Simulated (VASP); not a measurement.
# ZnS (Wurtzite-2H) (P6_3mc) in VASP: a series of runs, part 2 of 2

VASP 6.6.1. Earlier steps stand in the parts before.

### Step 3. Single point, r2SCAN

This run uses another cell than the first one, of 15.53 Å³/atom, 1.049 times its volume.

POSCAR reads:

```
ZnS
1.0
    3.5026409143      0.0000000000      0.0000000000
   -1.7513204572      3.0333760121      0.0000000000
    0.0000000000      0.0000000000      5.8462764467
Zn S
2 2
Direct
    0.3333333333      0.6666666667      0.0081588660
    0.6666666667      0.3333333333      0.5081588660
    0.3333333333      0.6666666667      0.3768411340
    0.6666666667      0.3333333333      0.8768411340
```

INCAR.step1 reads:

```
SYSTEM = ZnS
ALGO     = Normal         ! electronic algorithm
EDIFF    = 1E-4           ! SCF threshold, eV
ENCUT    = 520            ! plane-wave cutoff, eV
GGA      = PE             ! functional
ISMEAR   = 0              ! smearing method
LASPH    = .TRUE.         ! aspherical terms in the spheres
LCHARG   = .FALSE.        ! write CHGCAR
LREAL    = .FALSE.        ! projectors in reciprocal space
LWAVE    = .TRUE.         ! write WAVECAR
NBANDS   = 26             ! bands
NELM     = 100            ! most SCF steps
PREC     = Accurate       ! precision mode
SIGMA    = 0.01           ! smearing width, eV
```

INCAR.step2 reads:

```
SYSTEM = ZnS
ALGO     = Normal         ! electronic algorithm
EDIFF    = 1E-6           ! SCF threshold, eV
ENCUT    = 520            ! plane-wave cutoff, eV
ISIF     = 2              ! what is computed and relaxed
ISMEAR   = 0              ! smearing method
ISTART   = 1            
LASPH    = .TRUE.         ! aspherical terms in the spheres
LCHARG   = .FALSE.        ! write CHGCAR
LMIXTAU  = .TRUE.       
LREAL    = .FALSE.        ! projectors in reciprocal space
LWAVE    = .FALSE.        ! write WAVECAR
METAGGA  = R2SCAN         ! meta-GGA
NBANDS   = 26             ! bands
NELM     = 100            ! most SCF steps
PREC     = Accurate       ! precision mode
SIGMA    = 0.01           ! smearing width, eV
```

KPOINTS reads:

```
k-points
0
G
  6 6 4
  0 0 0
```

Potentials or basis: VASP PAW PBE potentials, release 64 (Zn, S).

Run with:

```
> cat potpaw_PBE.64/Zn/POTCAR potpaw_PBE.64/S/POTCAR > POTCAR
> cp INCAR.step1 INCAR
> mpirun -np 1 vasp_std > vasp.out
> cp INCAR.step2 INCAR
> mpirun -np 1 vasp_std > vasp.out
```

OUTCAR:

```text
SYSTEM = ZnS
   EDIFF = 1E-6
   ENCUT = 520
   ISIF = 2
   ISMEAR = 0
   ISTART = 1
   LASPH = .TRUE.
   LREAL = .FALSE.
   METAGGA = R2SCAN
   NELM = 100
   PREC = Accurate

 ion  position               nearest neighbor table
   1  0.333  0.667  0.008-   3 2.16   4 2.16   4 2.16   4 2.16
   2  0.667  0.333  0.508-   4 2.16   3 2.16   3 2.16   3 2.16
   3  0.333  0.667  0.377-   1 2.16   2 2.16   2 2.16   2 2.16
   4  0.667  0.333  0.877-   2 2.16   1 2.16   1 2.16   1 2.16

  LATTYP: Found a hexagonal cell.
 ALAT       =     3.5026409143
 C/A-ratio  =     1.6691052808

  Lattice vectors:

 A1 = (   3.5026409143,   0.0000000000,   0.0000000000)
 A2 = (  -1.7513204572,   3.0333760121,   0.0000000000)
 A3 = (   0.0000000000,   0.0000000000,   5.8462764467)

Analysis of symmetry for initial positions (statically):
=====================================================================
 Subroutine PRICEL returns:
 Original cell was already a primitive cell.

 Routine SETGRP: Setting up the symmetry group for a
 hexagonal supercell.

 Subroutine GETGRP returns: Found 12 space group operations
 (whereof  6 operations were pure point group operations)
 out of a pool of 24 trial point group operations.

The static configuration has the point symmetry C_3v.
 The point group associated with its full space group is C_6v.

Analysis of symmetry for dynamics (positions and initial velocities):
=====================================================================
 Subroutine PRICEL returns:
 Original cell was already a primitive cell.

 Routine SETGRP: Setting up the symmetry group for a
 hexagonal supercell.

 Subroutine GETGRP returns: Found 12 space group operations
 (whereof  6 operations were pure point group operations)
 out of a pool of 24 trial point group operations.

The dynamic configuration has the point symmetry C_3v.
 The point group associated with its full space group is C_6v.

 Subroutine INISYM returns: Found 12 space group operations
 (whereof  6 operations are pure point group operations),
 and found     1 'primitive' translations

----------------------------------------------------------------------------------------

                                     Primitive cell

  volume of cell :      62.1157

  direct lattice vectors                    reciprocal lattice vectors
     3.502640914  0.000000000  0.000000000     0.285498863  0.164832846  0.000000000
    -1.751320457  3.033376012  0.000000000     0.000000000  0.329665691  0.000000000
     0.000000000  0.000000000  5.846276447     0.000000000  0.000000000  0.171049044

  length of vectors
     3.502640914  3.502640914  5.846276447     0.329665691  0.329665691  0.171049044

  position of ions in fractional coordinates (direct lattice)
     0.333333333  0.666666667  0.008158866
     0.666666667  0.333333333  0.508158866
     0.333333333  0.666666667  0.376841134
     0.666666667  0.333333333  0.876841134

  ion indices of the primitive-cell ions
   primitive index   ion index
                 1           1
                 2           2
                 3           3
                 4           4

----------------------------------------------------------------------------------------

 KPOINTS: k-points

Automatic generation of k-mesh.
 Grid dimensions read from file:
 generate k-points for:    6    6    4

 Generating k-lattice:

  Cartesian coordinates                     Fractional coordinates (reciprocal lattice)
     0.047583144  0.027472141  0.000000000     0.166666667  0.000000000  0.000000000
     0.000000000  0.054944282  0.000000000     0.000000000  0.166666667  0.000000000
     0.000000000  0.000000000  0.042762261     0.000000000  0.000000000  0.250000000

  Length of vectors
     0.054944282  0.054944282  0.042762261

  Shift w.r.t. Gamma in fractional coordinates (k-lattice)
     0.000000000  0.000000000  0.000000000

 Subroutine IBZKPT returns following result:
 ===========================================

 Found     21 irreducible k-points:

 Following reciprocal coordinates:
            Coordinates               Weight
  0.000000  0.000000  0.000000      1.000000
  0.166667  0.000000  0.000000      6.000000
  0.333333 -0.000000  0.000000      6.000000
  0.500000  0.000000  0.000000      3.000000
  0.166667  0.166667  0.000000      6.000000
  0.333333  0.166667  0.000000     12.000000
[... 13 lines left out ...]
  0.333333  0.166667  0.500000     12.000000
  0.333333  0.333333  0.500000      2.000000
   k-points           NKPTS =     21   k-points in BZ     NKDIM =     21   number of bands    NBANDS=     26
   number of dos      NEDOS =    301   number of ions     NIONS =      4
   total plane-waves  NPLWV =  37632
   dimension x,y,z NGX =    28 NGY =   28 NGZ =   48
   dimension x,y,z NGXF=    56 NGYF=   56 NGZF=   96
   ions per type =               2   2
   NGX,Y,Z   is equivalent  to a cutoff of  13.29, 13.29, 13.65 a.u.
   NGXF,Y,Z  is equivalent  to a cutoff of  26.58, 26.58, 27.30 a.u.
 SYSTEM =  ZnS
   PREC   = accura    normal or accurate (medium, high low for compatibility)
   ISTART =      1    job   : 0-new  1-cont  2-samecut
   ICHARG =      0    charge: 1-file 2-atom 10-const
   ISPIN  =      1    spin polarized calculation?
   LNONCOLLINEAR =      F non collinear calculations
   LSORBIT =      F    spin-orbit coupling
   LASPH  =      T    aspherical Exc in radial PAW
   ENCUT  =  520.0 eV  38.22 Ry    6.18 a.u.   6.51  6.51 10.87*2*pi/ulx,y,z
   NELM   =    100;   NELMIN=  2; NELMDL=  0     # of ELM steps
   EDIFF  = 0.1E-05   stopping-criterion for ELM
   LREAL  =      F    real-space projection
   EDIFFG = 0.1E-04   stopping-criterion for IOM
   NSW    =      0    number of steps for IOM
   IBRION =     -1    ionic relax: 0-MD 1-quasi-New 2-CG
   NFREE  =      0    steps in history (QN), initial steepest desc. (CG)
   ISIF   =      2    stress and relaxation
   ISYM   =      2    0-nonsym 1-usesym 2-fastsym
   POTIM  = 0.5000    time-step for ionic-motion
   TEBEG  =    0.0;   TEEND  =   0.0 temperature during run
   PSTRESS=    0.0 pullay stress
   NELECT =      36.0000    total number of electrons
   NUPDOWN=      -1.0000    fix difference up-down
   EMIN   =  10.00;   EMAX   =-10.00  energy-range for DOS
   EFERMI =   0.00;   METHOD = LEGACY
   ISMEAR =     0;   SIGMA  =   0.01  broadening in eV -4-tet -1-fermi 0-gaus
   EFERMI_NEDOS =   21; number of points for ismear=-14 and -15
   IALGO  =     38    algorithm
   IMIX   =      4    mixing-type and parameters
     AMIX     =   0.40;   BMIX     =  1.00
     AMIX_MAG =   1.60;   BMIX_MAG =  1.00
  volume/ion in A,a.u.               =      15.53       104.79
  Fermi-wavevector in a.u.,A,eV,Ry     =   1.364924  2.579333 25.347907  1.863019
  Thomas-Fermi vector in A             =   2.491198
   LORBIT       =      0    0 simple, 1 ext, 2 COOP (PROOUT), +10 PAW based schemes
   METAGGA = R2SCAN    functional components
   LHFCALC =     F    Hartree Fock is set to
   AEXX    =    0.0000 exact exchange contribution
   IVDW    =     0    specifies the selected vdW correction
   LEPSILON=     F    determine dielectric tensor
   LRPA    =     F    only Hartree local field effects (RPA)
 non-spin polarized calculation
 Gauss-broadening in eV      SIGMA  =   0.01
  energy-cutoff  :      520.00
  volume of cell :       62.12
 maximum number of plane-waves:      1702
 NGX is ok and might be reduce to    28
   NGX = 13   NGY = 13   NGZ = 21

 number of electron      36.0000004 magnetization

 Free energy of the ion-electron system (eV)
  ---------------------------------------------------
  ext. energy  EPLUGINS =         0.00000000
  ---------------------------------------------------
  free energy    TOTEN  =       -36.47506139 eV

  energy without entropy =      -36.47506139  energy(sigma->0) =      -36.47506139

 E-fermi :   4.6172     XC(G=0): -11.5539

 val. band max:        4.5004864593   @ k =   0.0000   0.0000   0.0000
 cond. band min:       7.9936041330   @ k =   0.3333   0.3333   0.0000
 fundamental gap:      3.4931176737
 Fermi energy:         4.6172115693

 k-point     1 :       0.0000    0.0000    0.0000
  band No.  band energies     occupation
      1     -11.3005      2.00000
      2      -9.8721      2.00000
      3      -3.4162      2.00000
      4      -3.3325      2.00000
      5      -3.3324      2.00000
      6      -3.1885      2.00000
[... 598 lines left out ...]
     25      14.8551      0.00000
     26      14.8551      0.00000

------------------------ aborting loop because EDIFF is reached ----------------------------------------

  FORCE on cell =-STRESS in cart. coord.  units (eV):
  Direction    XX          YY          ZZ          XY          YZ          ZX
  --------------------------------------------------------------------------------------
  -------------------------------------------------------------------------------------
  Total       11.7282522     11.7282522     11.7061528     -0.0000000      0.0000000      0.0000000
  in kB      302.5120414    302.5120414    301.9420230     -0.0000000      0.0000000      0.0000000
  external PRESSURE =     302.3220352 kB  Pullay stress =       0.0000000 kB

 VOLUME and BASIS-vectors are now :
 -----------------------------------------------------------------------------
  energy-cutoff  :      520.00
  volume of cell :       62.12
      direct lattice vectors                 reciprocal lattice vectors
     3.502640914  0.000000000  0.000000000     0.285498863  0.164832846  0.000000000
    -1.751320457  3.033376012  0.000000000     0.000000000  0.329665691  0.000000000
     0.000000000  0.000000000  5.846276447     0.000000000  0.000000000  0.171049044

 POSITION                                       TOTAL-FORCE (eV/Angst)
 -----------------------------------------------------------------------------------
     -0.00000      2.02225      0.04770         0.000000      0.000000     -0.000520
      1.75132      1.01113      2.97084        -0.000000      0.000000     -0.000520
     -0.00000      2.02225      2.20312         0.000000     -0.000000      0.000520
      1.75132      1.01113      5.12626         0.000000     -0.000000      0.000520
 -----------------------------------------------------------------------------------
    total drift:                               -0.000001     -0.000001      0.021377

  FREE ENERGIE OF THE ION-ELECTRON SYSTEM (eV)
  ---------------------------------------------------
  free  energy   TOTEN  =       -36.4750613922 eV

  energy  without entropy=      -36.4750613922  energy(sigma->0) =      -36.47506139
```

It took 2.2 min on 1 thread of Intel Xeon 6975P-C, shared host; peak memory 0.21 GiB.

What came out:

* Free energy: -36.4751 eV
* Pressure: 30.2 GPa
* Band gap on the k mesh: 3.49 eV, indirect (least direct gap 3.87 eV)

Caveat: the PAW data sets were made with another functional, which shifts forces and pressure a little. A k mesh can miss the band edges.

### Step 4. Single point, r2SCAN

This run uses another cell than the first one, of 16.44 Å³/atom, 1.110 times its volume.

POSCAR reads:

```
ZnS
1.0
    3.5782574558      0.0000000000      0.0000000000
   -1.7891287279      3.0988618580      0.0000000000
    0.0000000000      0.0000000000      5.9307333615
Zn S
2 2
Direct
    0.3333333333      0.6666666667      0.0070658536
    0.6666666667      0.3333333333      0.5070658536
    0.3333333333      0.6666666667      0.3779341464
    0.6666666667      0.3333333333      0.8779341464
```

INCAR.step1 reads:

```
PREC = Accurate
ENCUT = 520
ISMEAR = 0
SIGMA = 0.01
LREAL = False
LASPH = True
NELM = 100
NBANDS = 26
GGA = PE
ALGO = Normal
EDIFF = 1E-4
LWAVE = True
LCHARG = False
```

INCAR.step2 reads:

```
PREC = Accurate
ENCUT = 520
EDIFF = 1E-6
ISMEAR = 0
SIGMA = 0.01
LREAL = False
LASPH = True
NELM = 100
ALGO = Normal
ISIF = 2
LWAVE = False
LCHARG = False
METAGGA = R2SCAN
LMIXTAU = True
NBANDS = 26
ISTART = 1
```

KPOINTS reads:

```
regular mesh
0
Gamma
  6 6 4
```

Run with:

```
> cat potpaw_PBE.64/Zn/POTCAR potpaw_PBE.64/S/POTCAR > POTCAR
> cp INCAR.step1 INCAR
> mpirun -np 1 vasp_std > vasp.out
> cp INCAR.step2 INCAR
> mpirun -np 1 vasp_std > vasp.out
```

Wall time 2.2 min (1 thread of Intel Xeon 6975P-C, shared host); peak memory 0.2 GiB.

Results (log left out):

- Free energy: -37.0437 eV
- Pressure: 20.1 GPa
- Band gap on the k mesh: 3.62 eV, direct

Levels at points of the mesh, in eV from the valence-band top:
```
           k point  band 16  band 17  band 18  band 19  band 20  band 21
(0.00, 0.00, 0.00)    -0.19     0.00     0.00     3.62     4.00     6.62
(0.50, 0.00, 0.00)    -3.03    -2.37    -1.20     3.82     5.08     5.22
(0.00, 0.00, 0.50)    -0.64    -0.64    -0.64     4.62     4.62     7.12
(0.50, 0.00, 0.50)    -2.25    -2.18    -2.18     3.84     3.84     5.44
```

Caveat: the PAW data sets were made with another functional, which shifts forces and pressure a little. A k mesh can miss the band edges.

### Step 5. Single point, r2SCAN

This run uses another cell than the first one, of 17.68 Å³/atom, 1.194 times its volume.

POSCAR reads:

```
ZnS
1.0
    3.6733106904      0.0000000000      0.0000000000
   -1.8366553452      3.1811803739      0.0000000000
    0.0000000000      0.0000000000      6.0535737011
Zn S
2 2
Direct
    0.3333333333      0.6666666667      0.0061686660
    0.6666666667      0.3333333333      0.5061686660
    0.3333333333      0.6666666667      0.3788313340
    0.6666666667      0.3333333333      0.8788313340
```

INCAR.step1 reads:

```
PREC     = Accurate       # precision mode
ENCUT    = 520            # plane-wave cutoff, eV
ISMEAR   = 0              # smearing method
SIGMA    = 0.01           # smearing width, eV
LREAL    = False          # projectors in reciprocal space
LASPH    = True           # aspherical terms in the spheres
NELM     = 60             # most SCF steps
NBANDS   = 26             # bands
GGA      = PE             # functional
ALGO     = Normal         # electronic algorithm
EDIFF    = 1E-4           # SCF threshold, eV
LWAVE    = True           # write WAVECAR
LCHARG   = False          # write CHGCAR
```

INCAR.step2 reads:

```
PREC     = Accurate       # precision mode
ENCUT    = 520            # plane-wave cutoff, eV
EDIFF    = 1E-6           # SCF threshold, eV
ISMEAR   = 0              # smearing method
SIGMA    = 0.01           # smearing width, eV
LREAL    = False          # projectors in reciprocal space
LASPH    = True           # aspherical terms in the spheres
NELM     = 60             # most SCF steps
ALGO     = Normal         # electronic algorithm
ISIF     = 2              # what is computed and relaxed
LWAVE    = False          # write WAVECAR
LCHARG   = False          # write CHGCAR
METAGGA  = R2SCAN         # meta-GGA
LMIXTAU  = True         
NBANDS   = 26             # bands
ISTART   = 1
```

KPOINTS is that of step 4.

Run with:

```
> cat potpaw_PBE.64/Zn/POTCAR potpaw_PBE.64/S/POTCAR > POTCAR
> cp INCAR.step1 INCAR
> mpirun -np 1 vasp_std > vasp.out
> cp INCAR.step2 INCAR
> mpirun -np 1 vasp_std > vasp.out
```

It took 2 min on 1 thread of Intel Xeon 6975P-C, shared host; peak memory 0.21 GiB.

It converged, with:

```yaml
Free_energy: -37.5025 eV
Pressure: 10.0 GPa
Largest_force: 0.009 eV/Å
Band_gap_on_the_k_mesh: 3.27 eV, direct
```

Forces in eV/Å, atoms in the order of the input:
```
Zn   0.000  0.000 -0.009
Zn   0.000  0.000 -0.009
S    0.000  0.000  0.009
S    0.000  0.000  0.009
```

Levels at points of the mesh, in eV from the valence-band top:
```tsv
k point	band 15	band 16	band 17	band 18	band 19	band 20	band 21	band 22
(0.00, 0.00, 0.00)	-1.08	-0.13	0.00	0.00	3.27	3.84	6.70	6.70
(0.50, 0.00, 0.00)	-3.90	-2.71	-2.08	-1.07	3.93	5.00	5.32	7.25
(0.00, 0.00, 0.50)	-0.57	-0.57	-0.57	-0.57	4.42	4.42	7.19	7.19
(0.50, 0.00, 0.50)	-1.99	-1.99	-1.95	-1.95	3.92	3.92	5.55	5.55
```

Caveat: the PAW data sets were made with another functional, which shifts forces and pressure a little. r2SCAN opens gaps a little over a GGA but as a rule still falls short of measured ones.

### Step 6. Single point, r2SCAN

This run uses another cell than the first one, of 19.60 Å³/atom, 1.324 times its volume.

POSCAR reads:

```
ZnS
1.0
    3.8068042606      0.0000000000      0.0000000000
   -1.9034021303      3.2967891969      0.0000000000
    0.0000000000      0.0000000000      6.2457689244
Zn S
2 2
Direct
    0.3333333333      0.6666666667      0.0053888420
    0.6666666667      0.3333333333      0.5053888420
    0.3333333333      0.6666666667      0.3796111580
    0.6666666667      0.3333333333      0.8796111580
```

INCAR.step1 reads:

```
PREC = Accurate ; ENCUT = 520
ISMEAR = 0 ; SIGMA = 0.01
LREAL = False ; LASPH = True
NELM = 80 ; NBANDS = 26
GGA = PE ; ALGO = Normal
EDIFF = 1E-4 ; LWAVE = True
LCHARG = False
```

INCAR.step2 reads:

```
PREC = Accurate ; ENCUT = 520
EDIFF = 1E-7 ; ISMEAR = 0
SIGMA = 0.01 ; LREAL = False
LASPH = True ; NELM = 80
ALGO = Normal ; ISIF = 2
LWAVE = False ; LCHARG = False
METAGGA = R2SCAN ; LMIXTAU = True
NBANDS = 26 ; ISTART = 1
```

KPOINTS is that of step 5.

Potentials or basis: VASP PAW PBE potentials, release 64 (Zn, S).

Run with:

```
> cat potpaw_PBE.64/Zn/POTCAR potpaw_PBE.64/S/POTCAR > POTCAR
> cp INCAR.step1 INCAR
> mpirun -np 1 vasp_std > vasp.out
> cp INCAR.step2 INCAR
> mpirun -np 1 vasp_std > vasp.out
```

Wall time 2.2 min (1 thread of Intel Xeon 6975P-C, shared host); peak memory 0.21 GiB.

The run converged. Its results:

```
Free energy            : -37.7212 eV
Pressure               : 0.0 GPa
Band gap on the k mesh : 2.79 eV, direct
```

Forces on the atoms (eV/Å):
```
Zn   0.000  0.000  0.003
Zn   0.000  0.000  0.003
S    0.000  0.000 -0.003
S    0.000  0.000 -0.003
```

Levels at points of the mesh, in eV from the valence-band top:
```tsv
k point	band 16	band 17	band 18	band 19	band 20	band 21
(0.00, 0.00, 0.00)	-0.09	0.00	0.00	2.79	3.62	6.80
(0.50, 0.00, 0.00)	-2.31	-1.73	-0.91	4.04	4.78	5.45
(0.00, 0.00, 0.50)	-0.48	-0.48	-0.48	4.11	4.11	7.26
(0.50, 0.00, 0.50)	-1.68	-1.66	-1.66	3.96	3.96	5.66
```

Caveat: the PAW data sets were made with another functional, which shifts forces and pressure a little.

### Step 7. The runs side by side

```tsv
cell	gap on the mesh (eV)	pressure (GPa)
a = 3.438, b = 3.438, c = 5.787 Å, angles 90.0, 90.0, 120.0°, 4 atoms	3.18	40.3
a = 3.503, b = 3.503, c = 5.846 Å, angles 90.0, 90.0, 120.0°, 4 atoms	3.49	30.2
a = 3.578, b = 3.578, c = 5.931 Å, angles 90.0, 90.0, 120.0°, 4 atoms	3.62	20.1
a = 3.673, b = 3.673, c = 6.054 Å, angles 90.0, 90.0, 120.0°, 4 atoms	3.27	10.0
a = 3.807, b = 3.807, c = 6.246 Å, angles 90.0, 90.0, 120.0°, 4 atoms	2.79	0.0
```

Alike in all rows: task single point; level r2SCAN; potentials or basis VASP PAW PBE potentials, release 64 (Zn, S); no spin polarisation; k mesh 6 × 6 × 4; cutoff (eV) 520; smearing gaussian 0.01 eV.

Caveats: the PAW data sets were made with another functional, which shifts forces and pressure a little.

Total energies depend on the potentials used, so only differences within one code and one set of settings carry meaning.

### Step 8. Against experiment

Step 6. A measured gap of ZnS is 3.911 eV (direct; 4 K; a printed reference work, monograph); the calculated 2.79 eV misses it by -1.13 eV. The value is that of r2SCAN, without temperature or zero-point motion.
